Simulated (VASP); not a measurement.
A run of VASP 6.6.1:

The input INCAR:

```
SYSTEM = I
ALGO = Normal
EDIFF = 1E-6
EDIFFG = -0.01
ENCUT = 600
GGA = PS
IBRION = 2
ISIF = 3
ISMEAR = 0
LASPH = .True.
LCHARG = .False.
LREAL = .False.
LWAVE = .False.
NELM = 80
NSW = 90
PREC = Accurate
PSTRESS = 320.0
SIGMA = 0.03
```

The input KPOINTS:

```
k-points
0
Gamma
  12 12 12
  0 0 0
```

File POSCAR:

```
I
1.0
   -1.4538500000      1.5166500000      2.6130000000
    1.4538500000     -1.5166500000      2.6130000000
    1.4538500000      1.5166500000     -2.6130000000
I
1
Direct
    0.0000000000      0.0000000000      0.0000000000
```

Potentials or basis: VASP PAW PBE potentials, release 64 (I).

The run is started by

```console
$ cat potpaw_PBE.64/I/POTCAR > POTCAR
$ mpirun -np 1 vasp_std > vasp.out
```

Hardware: 1 thread of Intel(R) Xeon(R) 6975P-C (Granite Rapids), on a shared host.

How long does it take, and how much memory?

Run time: 4 min on 1 thread of Intel(R) Xeon(R) 6975P-C (Granite Rapids) (shared host), peak memory 0.21 GiB. Counts: scf iterations 110, k points 280, ion steps 19.
